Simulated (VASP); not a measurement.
Write an ASE script for VASP 6.6.1 that does the following.

| Item | Value |
| --- | --- |
| Task | single point |
| Functional | LDA |
| Potentials or basis | VASP PAW LDA potentials, release 64 (Sn) |
| Cutoff | 500 eV |
| k mesh | 10 × 10 × 10 |
| Occupations | gaussian, width 0.02 eV |
| Spin | no spin polarisation |
| Further INCAR settings | ALGO = Fast; EDIFF = 1.00e-06 |

The structure of Sn lies in Sn.cif:

```cif
data_Sn
_cell_length_a 3.78930364
_cell_length_b 3.78930364
_cell_length_c 3.78930364
_cell_angle_alpha 90.00000000
_cell_angle_beta 90.00000000
_cell_angle_gamma 90.00000000
_space_group_name_H-M_alt 'Im-3m'
_space_group_name_Hall '-I 4 2 3'
_space_group_IT_number 229
loop_
_space_group_symop_operation_xyz
'x,y,z'
'-x,-y,-z'
'-y,x,z'
'y,-x,-z'
'-x,-y,z'
'x,y,-z'
'y,-x,z'
'-y,x,-z'
'x,-y,-z'
'-x,y,z'
'-y,-x,-z'
'y,x,z'
'-x,y,-z'
'x,-y,z'
'y,x,-z'
'-y,-x,z'
'z,x,y'
'-z,-x,-y'
'z,-y,x'
'-z,y,-x'
'z,-x,-y'
'-z,x,y'
'z,y,-x'
'-z,-y,x'
'-z,x,-y'
'z,-x,y'
'-z,-y,-x'
'z,y,x'
'-z,-x,y'
'z,x,-y'
'-z,y,x'
'z,-y,-x'
'y,z,x'
'-y,-z,-x'
'x,z,-y'
'-x,-z,y'
'-y,z,-x'
'y,-z,x'
'-x,z,y'
'x,-z,-y'
'-y,-z,x'
'y,z,-x'
'-x,-z,-y'
'x,z,y'
'y,-z,-x'
'-y,z,x'
'x,-z,y'
'-x,z,-y'
'x+1/2,y+1/2,z+1/2'
'-x+1/2,-y+1/2,-z+1/2'
'-y+1/2,x+1/2,z+1/2'
'y+1/2,-x+1/2,-z+1/2'
'-x+1/2,-y+1/2,z+1/2'
'x+1/2,y+1/2,-z+1/2'
'y+1/2,-x+1/2,z+1/2'
'-y+1/2,x+1/2,-z+1/2'
'x+1/2,-y+1/2,-z+1/2'
'-x+1/2,y+1/2,z+1/2'
'-y+1/2,-x+1/2,-z+1/2'
'y+1/2,x+1/2,z+1/2'
'-x+1/2,y+1/2,-z+1/2'
'x+1/2,-y+1/2,z+1/2'
'y+1/2,x+1/2,-z+1/2'
'-y+1/2,-x+1/2,z+1/2'
'z+1/2,x+1/2,y+1/2'
'-z+1/2,-x+1/2,-y+1/2'
'z+1/2,-y+1/2,x+1/2'
'-z+1/2,y+1/2,-x+1/2'
'z+1/2,-x+1/2,-y+1/2'
'-z+1/2,x+1/2,y+1/2'
'z+1/2,y+1/2,-x+1/2'
'-z+1/2,-y+1/2,x+1/2'
'-z+1/2,x+1/2,-y+1/2'
'z+1/2,-x+1/2,y+1/2'
'-z+1/2,-y+1/2,-x+1/2'
'z+1/2,y+1/2,x+1/2'
'-z+1/2,-x+1/2,y+1/2'
'z+1/2,x+1/2,-y+1/2'
'-z+1/2,y+1/2,x+1/2'
'z+1/2,-y+1/2,-x+1/2'
'y+1/2,z+1/2,x+1/2'
'-y+1/2,-z+1/2,-x+1/2'
'x+1/2,z+1/2,-y+1/2'
'-x+1/2,-z+1/2,y+1/2'
'-y+1/2,z+1/2,-x+1/2'
'y+1/2,-z+1/2,x+1/2'
'-x+1/2,z+1/2,y+1/2'
'x+1/2,-z+1/2,-y+1/2'
'-y+1/2,-z+1/2,x+1/2'
'y+1/2,z+1/2,-x+1/2'
'-x+1/2,-z+1/2,-y+1/2'
'x+1/2,z+1/2,y+1/2'
'y+1/2,-z+1/2,-x+1/2'
'-y+1/2,z+1/2,x+1/2'
'x+1/2,-z+1/2,y+1/2'
'-x+1/2,z+1/2,-y+1/2'
loop_
_atom_site_label
_atom_site_type_symbol
_atom_site_symmetry_multiplicity
_atom_site_Wyckoff_symbol
_atom_site_fract_x
_atom_site_fract_y
_atom_site_fract_z
_atom_site_occupancy
Sn1 Sn 2 a 0.0000000000 0.0000000000 0.0000000000 1
```

This isn't the form of Sn at room conditions, which is tetragonal (white tin).

These files were run (other wordings do the same):

run.py

```python
from ase.calculators.vasp import Vasp
from ase.dft.bandgap import bandgap
from ase.io import read

atoms = read('Sn.cif', primitive_cell=True, subtrans_included=False)
calc = Vasp(
    directory='calc',
    xc='lda',
    pp='LDA',
    setups='minimal',
    prec='Accurate',
    encut=500,
    ediff=1e-06,
    ismear=0,
    sigma=0.02,
    lreal=False,
    lasph=True,
    nelm=60,
    algo='Fast',
    isif=2,
    lwave=False,
    lcharg=False,
    kpts=[10, 10, 10],
    gamma=True,
)
atoms.calc = calc

print('energy (eV):', atoms.get_potential_energy())
print('free energy (eV):', atoms.get_potential_energy(force_consistent=True))
print('forces (eV/A):')
print(atoms.get_forces())
print('stress (eV/A^3, Voigt):', atoms.get_stress())
print('Fermi level (eV):', calc.get_fermi_level())
gap, top, bottom = bandgap(calc)
print('band gap (eV):', gap, 'from (spin, k, band)', top, 'to', bottom)
```

Potentials or basis: VASP PAW LDA potentials, release 64 (Sn).

The run is started by

```bash
$ python run.py
```

It gave:

```yaml
Pressure: -3.5 GPa
Band_gap_on_the_k_mesh: none (metal or under the smearing width)
```

Wall time 3.9 s on 1 thread of Intel(R) Xeon(R) 6975P-C (Granite Rapids), on a shared host, peak memory 0.13 GiB.
